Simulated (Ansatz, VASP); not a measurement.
## P in VASP and in Ansatz

```
CELL_PARAMETERS angstrom
2.44480 0.00000 0.00000
0.00000 2.44480 0.00000
0.00000 0.00000 2.44480
ATOMIC_POSITIONS crystal
P 0.00000 0.00000 0.00000
```

Alike in both runs: functional PBE; k mesh 22 × 22 × 22; occupations gaussian, width 0.1 eV; no spin polarisation.

Ansatz relaxed the structure, and its values are those at the end. VASP's run is a single point on that final structure, the one shown.

```csv
,VASP,Ansatz
version,VASP 6.6.1,Ansatz 0.2.0
potentials or method,"VASP PAW PBE potentials, release 64 (P)","scalar-relativistic, plane waves, PAW"
plane-wave cutoff (eV),520,420
valence electrons in the cell,5,5
```

```csv
,VASP,Ansatz,Ansatz less VASP
gap on the k mesh at the Fermi level (eV),none,none,-
pressure (GPa),-0.3,0.0,+0.28
```

A gap of «none» marks a metal or a gap that the smearing closes. The functional is the same, so the differences come from potentials, cutoffs and numerics.
